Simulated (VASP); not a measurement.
Wanted: the native input for a VASP 6.6.1 run.

* Task: relaxation of the atoms
* Functional: LDA
* Potentials or basis: VASP PAW LDA potentials, release 64 (Ta_pv)
* Cutoff: 520 eV
* k mesh: 10 × 10 × 1
* Occupations: methfessel-paxton, width 0.1 eV
* Spin: no spin polarisation
* Dipole correction: yes
* Further INCAR settings: ALGO = Fast; EDIFF = 1e-06; IBRION = 2; EDIFFG = -0.02; NSW = 90

The structure of Ta lies in POSCAR:

```
Ta
1.0
    3.3359035100      0.0000000000      0.0000000000
    0.0000000000      3.3359035100      0.0000000000
    0.0000000000      0.0000000000     26.1895170200
Ta
4
Direct
    0.0000000000      0.0000000000      0.4100213100
    0.5000000000      0.5000000000      0.4700083700
    1.0000000000      0.0000000000      0.5299916300
    0.5000000000      0.5000000000      0.5899786900
```

The cell was built by a generator and needn't be a form met in nature.

One way to write it, as run:

INCAR

```
  PREC = Accurate
  ENCUT = 520
  EDIFF = 1E-6
  ISMEAR = 1
  SIGMA = 0.1
  LREAL = F
  LASPH = T
  NELM = 120
  ALGO = Fast
  ISIF = 2
  LWAVE = F
  LCHARG = F
  LDIPOL = T
  IDIPOL = 3
  DIPOL = 0.5 0.5 0.500
  GGA = CA
  IBRION = 2
  NSW = 90
  EDIFFG = -0.02
  KPAR = 2
```

KPOINTS

```
regular mesh
0
Gamma
  10 10 1
```

Potentials or basis: VASP PAW LDA potentials, release 64 (Ta_pv).

The run is started by

```bash
$ cat potpaw_LDA.64/Ta_pv/POTCAR > POTCAR
$ mpirun -np 2 vasp_std > vasp.out
```

Results of the run:

```json
{"Energy gained by relaxing": "47.8 meV/atom", "Ionic steps": "7", "Largest force after relaxing": "0.014 eV/Å", "Band gap on the k mesh": "none (metal or under the smearing width)"}
```

Run time: 8.3 min on 2 MPI ranks on Intel(R) Xeon(R) 6975P-C (Granite Rapids) (shared host), peak memory 0.36 GiB a rank.
